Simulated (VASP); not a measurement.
# V (P6_3/mmc) in VASP: settings compared

Aim: see how the results for V move with the level of theory and the settings. Levels: PBEsol, r2SCAN. Tasks: single point.

All numbers are computed with VASP 6.6.1; they aren't measurements. Logs are shortened: lines on timing, memory, paths and dates and some standing lists are left out, and cuts for length are marked.

## 1. The crystal as given

Symmetry: P6_3/mmc, No. 194, hexagonal system. Conventional cell: a = 2.573 Å, b = 2.573 Å, c = 4.645 Å, α = 90.00°, β = 90.00°, γ = 120.00°. V (site symmetry -6m2) is surrounded by 12 V at 2.57 to 2.76 Å.

This isn't the form of V at room conditions, which is bcc.

## 2. Single point, PBEsol

Contents of INCAR:

```
SYSTEM = V
ALGO = Normal
EDIFF = 1E-6
ENCUT = 520
GGA = PS
ISIF = 2
ISMEAR = 0
LASPH = .True.
LCHARG = .False.
LREAL = .False.
LWAVE = .False.
NBANDS = 20
NELM = 100
PREC = Accurate
SIGMA = 0.5
```

Contents of KPOINTS:

```
k-points
0
Gamma
  18 18 10
  0 0 0
```

Contents of POSCAR:

```
V
1.0
    2.5733900000      0.0000000000      0.0000000000
   -1.2866900000      2.2286200000      0.0000000000
    0.0000000000      0.0000000000      4.6451000000
V
2
Direct
    0.3333300000      0.6666700000      0.2500000000
    0.6666700000      0.3333300000      0.7500000000
```

Potentials or basis: VASP PAW PBE potentials, release 64 (V_sv).

Launch:

```console
$ cat potpaw_PBE.64/V_sv/POTCAR > POTCAR
$ mpirun -np 1 vasp_std > vasp.out
```

OUTCAR:

```text
SYSTEM = V
   EDIFF = 1E-6
   ENCUT = 520
   GGA = PS
   ISIF = 2
   ISMEAR = 0
   LASPH = .True.
   LREAL = .False.
   NELM = 100
   PREC = Accurate

 ion  position               nearest neighbor table
   1  0.333  0.667  0.250-   2 2.76   2 2.76   2 2.76   2 2.76   2 2.76   2 2.76
   2  0.667  0.333  0.750-   1 2.76   1 2.76   1 2.76   1 2.76   1 2.76   1 2.76

  LATTYP: Found a hexagonal cell.
 ALAT       =     2.5733900000
 C/A-ratio  =     1.8050509250

  Lattice vectors:

 A1 = (   2.5733900000,   0.0000000000,   0.0000000000)
 A2 = (  -1.2866900000,   2.2286200000,   0.0000000000)
 A3 = (   0.0000000000,   0.0000000000,   4.6451000000)

Analysis of symmetry for initial positions (statically):
=====================================================================
 Subroutine PRICEL returns:
 Original cell was already a primitive cell.

 Routine SETGRP: Setting up the symmetry group for a
 hexagonal supercell.

 Subroutine GETGRP returns: Found  8 space group operations
 (whereof  4 operations were pure point group operations)
 out of a pool of 24 trial point group operations.

The static configuration has the point symmetry C_2h.
 The point group associated with its full space group is D_2h.

Analysis of symmetry for dynamics (positions and initial velocities):
=====================================================================
 Subroutine PRICEL returns:
 Original cell was already a primitive cell.

 Routine SETGRP: Setting up the symmetry group for a
 hexagonal supercell.

 Subroutine GETGRP returns: Found  8 space group operations
 (whereof  4 operations were pure point group operations)
 out of a pool of 24 trial point group operations.

The dynamic configuration has the point symmetry C_2h.
 The point group associated with its full space group is D_2h.

 Subroutine INISYM returns: Found  8 space group operations
 (whereof  4 operations are pure point group operations),
 and found     1 'primitive' translations

----------------------------------------------------------------------------------------

                                     Primitive cell

  volume of cell :      26.6402

  direct lattice vectors                    reciprocal lattice vectors
     2.573390000  0.000000000  0.000000000     0.388592479  0.224353213  0.000000000
    -1.286690000  2.228620000  0.000000000     0.000000000  0.448708169  0.000000000
     0.000000000  0.000000000  4.645100000     0.000000000  0.000000000  0.215280618

  length of vectors
     2.573390000  2.573386535  4.645100000     0.448707565  0.448708169  0.215280618

  position of ions in fractional coordinates (direct lattice)
     0.333330000  0.666670000  0.250000000
     0.666670000  0.333330000  0.750000000

  ion indices of the primitive-cell ions
   primitive index   ion index
                 1           1
                 2           2

----------------------------------------------------------------------------------------

 KPOINTS: k-points

Automatic generation of k-mesh.
 Grid dimensions read from file:
 generate k-points for:   18   18   10

 Generating k-lattice:

  Cartesian coordinates                     Fractional coordinates (reciprocal lattice)
     0.021588471  0.012464067  0.000000000     0.055555556  0.000000000  0.000000000
     0.000000000  0.024928232  0.000000000     0.000000000  0.055555556  0.000000000
     0.000000000  0.000000000  0.021528062     0.000000000  0.000000000  0.100000000

  Length of vectors
     0.024928198  0.024928232  0.021528062

  Shift w.r.t. Gamma in fractional coordinates (k-lattice)
     0.000000000  0.000000000  0.000000000

 Subroutine IBZKPT returns following result:
 ===========================================

 Found    546 irreducible k-points:

 Following reciprocal coordinates:
            Coordinates               Weight
  0.000000  0.000000  0.000000      1.000000
  0.055556  0.000000  0.000000      4.000000
 -0.055556  0.055556  0.000000      2.000000
  0.111111  0.000000  0.000000      4.000000
 -0.111111  0.111111  0.000000      2.000000
  0.166667  0.000000  0.000000      4.000000
[... 16 lines left out ...]
 -0.055556  0.166667  0.000000      4.000000
 -0.166667  0.111111  0.000000      4.000000
 [... further k-points ...]
   k-points           NKPTS =    546   k-points in BZ     NKDIM =    546   number of bands    NBANDS=     20
   number of dos      NEDOS =    301   number of ions     NIONS =      2
   total plane-waves  NPLWV =  14400
   dimension x,y,z NGX =    20 NGY =   20 NGZ =   36
   dimension x,y,z NGXF=    40 NGYF=   40 NGZF=   72
   ions per type =               2
   NGX,Y,Z   is equivalent  to a cutoff of  12.92, 12.92, 12.88 a.u.
   NGXF,Y,Z  is equivalent  to a cutoff of  25.84, 25.84, 25.77 a.u.
 SYSTEM =  V
   PREC   = accura    normal or accurate (medium, high low for compatibility)
   ISTART =      0    job   : 0-new  1-cont  2-samecut
   ICHARG =      2    charge: 1-file 2-atom 10-const
   ISPIN  =      1    spin polarized calculation?
   LNONCOLLINEAR =      F non collinear calculations
   LSORBIT =      F    spin-orbit coupling
   LASPH  =      T    aspherical Exc in radial PAW
   ENCUT  =  520.0 eV  38.22 Ry    6.18 a.u.   4.78  4.78  8.64*2*pi/ulx,y,z
   NELM   =    100;   NELMIN=  2; NELMDL= -5     # of ELM steps
   EDIFF  = 0.1E-05   stopping-criterion for ELM
   LREAL  =      F    real-space projection
   EDIFFG = 0.1E-04   stopping-criterion for IOM
   NSW    =      0    number of steps for IOM
   IBRION =     -1    ionic relax: 0-MD 1-quasi-New 2-CG
   NFREE  =      0    steps in history (QN), initial steepest desc. (CG)
   ISIF   =      2    stress and relaxation
   ISYM   =      2    0-nonsym 1-usesym 2-fastsym
   POTIM  = 0.5000    time-step for ionic-motion
   TEBEG  =    0.0;   TEEND  =   0.0 temperature during run
   PSTRESS=    0.0 pullay stress
   NELECT =      26.0000    total number of electrons
   NUPDOWN=      -1.0000    fix difference up-down
   EMIN   =  10.00;   EMAX   =-10.00  energy-range for DOS
   EFERMI =   0.00;   METHOD = LEGACY
   ISMEAR =     0;   SIGMA  =   0.50  broadening in eV -4-tet -1-fermi 0-gaus
   EFERMI_NEDOS =   21; number of points for ismear=-14 and -15
   IALGO  =     38    algorithm
   IMIX   =      4    mixing-type and parameters
     AMIX     =   0.40;   BMIX     =  1.00
     AMIX_MAG =   1.60;   BMIX_MAG =  1.00
  volume/ion in A,a.u.               =      13.32        89.89
  Fermi-wavevector in a.u.,A,eV,Ry     =   1.623879  3.068687 35.878340  2.636984
  Thomas-Fermi vector in A             =   2.717257
   LORBIT       =      0    0 simple, 1 ext, 2 COOP (PROOUT), +10 PAW based schemes
   GGA     = PS    functional components
   LHFCALC =     F    Hartree Fock is set to
   AEXX    =    0.0000 exact exchange contribution
   IVDW    =     0    specifies the selected vdW correction
   LEPSILON=     F    determine dielectric tensor
   LRPA    =     F    only Hartree local field effects (RPA)
 non-spin polarized calculation
 Gauss-broadening in eV      SIGMA  =   0.50
  energy-cutoff  :      520.00
  volume of cell :       26.64
 maximum number of plane-waves:       730
   NGX =  9   NGY =  9   NGZ = 17

 number of electron      26.0000010 magnetization

 Free energy of the ion-electron system (eV)
  ---------------------------------------------------
  ext. energy  EPLUGINS =         0.00000000
  ---------------------------------------------------
  free energy    TOTEN  =       -18.94118744 eV

  energy without entropy =      -18.53598203  energy(sigma->0) =      -18.73858474

 E-fermi :  10.0750     XC(G=0): -13.1023

 val. band max:       10.0671292840   @ k =  -0.2222   0.2222   0.4000
 cond. band min:      10.0769966691   @ k =   0.4444   0.1111   0.2000
 fundamental gap:      0.0098673851
 Fermi energy:        10.0749646589

 k-point     1 :       0.0000    0.0000    0.0000
  band No.  band energies     occupation
      1     -53.6712      2.00000
      2     -53.5393      2.00000
      3     -27.9297      2.00000
      4     -27.1852      2.00000
      5     -27.0443      2.00000
      6     -27.0443      2.00000
[... 12 lines left out ...]
     19      13.0959      0.00000
     20      13.0960      0.00000

 k-point     2 :       0.0556    0.0000    0.0000
  band No.  band energies     occupation
      1     -53.6647      2.00000
      2     -53.5346      2.00000
      3     -27.9200      2.00000
      4     -27.1858      2.00000
      5     -27.0742      2.00000
      6     -27.0523      2.00000
[... 12 lines left out ...]
     19      13.1128      0.00000
     20      13.3728      0.00000

 k-point     3 :      -0.0556    0.0556    0.0000
  band No.  band energies     occupation
      1     -53.6647      2.00000
      2     -53.5346      2.00000
      3     -27.9200      2.00000
      4     -27.1858      2.00000
      5     -27.0742      2.00000
      6     -27.0523      2.00000
[... 12 lines left out ...]
     19      13.1129      0.00000
     20      13.3727      0.00000

 k-point     4 :       0.1111    0.0000    0.0000
  band No.  band energies     occupation
      1     -53.6458      2.00000
      2     -53.5210      2.00000
      3     -27.8916      2.00000
      4     -27.1878      2.00000
      5     -27.1603      2.00000
      6     -27.0941      2.00000
[... 12 lines left out ...]
     19      13.1507      0.00000
     20      14.0349      0.00000

 k-point     5 :      -0.1111    0.1111    0.0000
  band No.  band energies     occupation
      1     -53.6458      2.00000
      2     -53.5210      2.00000
      3     -27.8916      2.00000
      4     -27.1878      2.00000
      5     -27.1603      2.00000
      6     -27.0941      2.00000
[... 12 lines left out ...]
     19      13.1507      0.00000
     20      14.0349      0.00000

 k-point     6 :       0.1667    0.0000    0.0000
  band No.  band energies     occupation
      1     -53.6166      2.00000
      2     -53.5002      2.00000
      3     -27.8468      2.00000
      4     -27.2920      2.00000
      5     -27.2245      2.00000
      6     -27.1922      2.00000
[... 12 lines left out ...]
     19      13.1873      0.00000
     20      14.8896      0.00000

 k-point     7 :      -0.1667    0.1667    0.0000
  band No.  band energies     occupation
      1     -53.6166      2.00000
      2     -53.5002      2.00000
      3     -27.8468      2.00000
      4     -27.2920      2.00000
      5     -27.2245      2.00000
      6     -27.1922      2.00000
[... 12 lines left out ...]
     19      13.1874      0.00000
     20      14.8896      0.00000
[... 277 lines left out ...]
 k-point    20 :       0.0556    0.0556    0.0000
  band No.  band energies     occupation
      1     -53.6520      2.00000
      2     -53.5254      2.00000
      3     -27.9009      2.00000
      4     -27.1871      2.00000
      5     -27.1294      2.00000
      6     -27.0828      2.00000
[... 12 lines left out ...]
     19      13.1293      0.00000
     20      13.8380      0.00000

 k-point    21 :      -0.0556    0.1111    0.0000
  band No.  band energies     occupation
      1     -53.6520      2.00000
      2     -53.5254      2.00000
      3     -27.9009      2.00000
      4     -27.1871      2.00000
      5     -27.1294      2.00000
      6     -27.0828      2.00000
[... 12 lines left out ...]
     19      13.1294      0.00000
     20      13.8380      0.00000

 k-point    22 :       0.1111    0.0556    0.0000
  band No.  band energies     occupation
      1     -53.6279      2.00000
      2     -53.5082      2.00000
      3     -27.8643      2.00000
      4     -27.2339      2.00000
      5     -27.1903      2.00000
      6     -27.1823      2.00000
[... 12 lines left out ...]
     19      13.1483      0.00000
     20      14.5830      0.00000

 k-point    23 :      -0.0556    0.1667    0.0000
  band No.  band energies     occupation
      1     -53.6279      2.00000
      2     -53.5082      2.00000
      3     -27.8643      2.00000
      4     -27.2339      2.00000
      5     -27.1903      2.00000
      6     -27.1824      2.00000
[... 12 lines left out ...]
     19      13.1483      0.00000
     20      14.5830      0.00000

 k-point    24 :      -0.1667    0.1111    0.0000
  band No.  band energies     occupation
      1     -53.6279      2.00000
      2     -53.5082      2.00000
      3     -27.8643      2.00000
      4     -27.2339      2.00000
      5     -27.1903      2.00000
      6     -27.1823      2.00000
[... 12 lines left out ...]
     19      13.1483      0.00000
     20      14.5830      0.00000

 [... further k-points ...]

------------------------ aborting loop because EDIFF is reached ----------------------------------------

  FORCE on cell =-STRESS in cart. coord.  units (eV):
  Direction    XX          YY          ZZ          XY          YZ          ZX
  --------------------------------------------------------------------------------------
  -------------------------------------------------------------------------------------
  Total        0.3493524      0.3494772      0.0914757      0.0001091      0.0000000      0.0000000
  in kB       21.0105600     21.0180622      5.5014835      0.0065624      0.0000000      0.0000000
  external PRESSURE =      15.8433686 kB  Pullay stress =       0.0000000 kB

 VOLUME and BASIS-vectors are now :
 -----------------------------------------------------------------------------
  energy-cutoff  :      520.00
  volume of cell :       26.64
      direct lattice vectors                 reciprocal lattice vectors
     2.573390000  0.000000000  0.000000000     0.388592479  0.224353213  0.000000000
    -1.286690000  2.228620000  0.000000000     0.000000000  0.448708169  0.000000000
     0.000000000  0.000000000  4.645100000     0.000000000  0.000000000  0.215280618

 POSITION                                       TOTAL-FORCE (eV/Angst)
 -----------------------------------------------------------------------------------
     -0.00001      1.48575      1.16128        -0.000038      0.000022      0.000000
      1.28671      0.74287      3.48383         0.000038     -0.000022      0.000000
 -----------------------------------------------------------------------------------
    total drift:                               -0.000000      0.000000      0.000000

  FREE ENERGIE OF THE ION-ELECTRON SYSTEM (eV)
  ---------------------------------------------------
  free  energy   TOTEN  =       -18.9411874371 eV

  energy  without entropy=      -18.5359820333  energy(sigma->0) =      -18.73858474
```

Run time: 74 s. Hardware: 1 thread of Intel Xeon 6975P-C (Granite Rapids), shared host; peak memory 0.32 GiB.

What came out:

- Free energy: -18.9412 eV
- Pressure: 1.6 GPa
- Band gap on the k mesh: none (metal or under the smearing width)

Caveat: the PAW data sets were made with another functional, which shifts forces and pressure a little.

(Continued in part 2 of 2.)
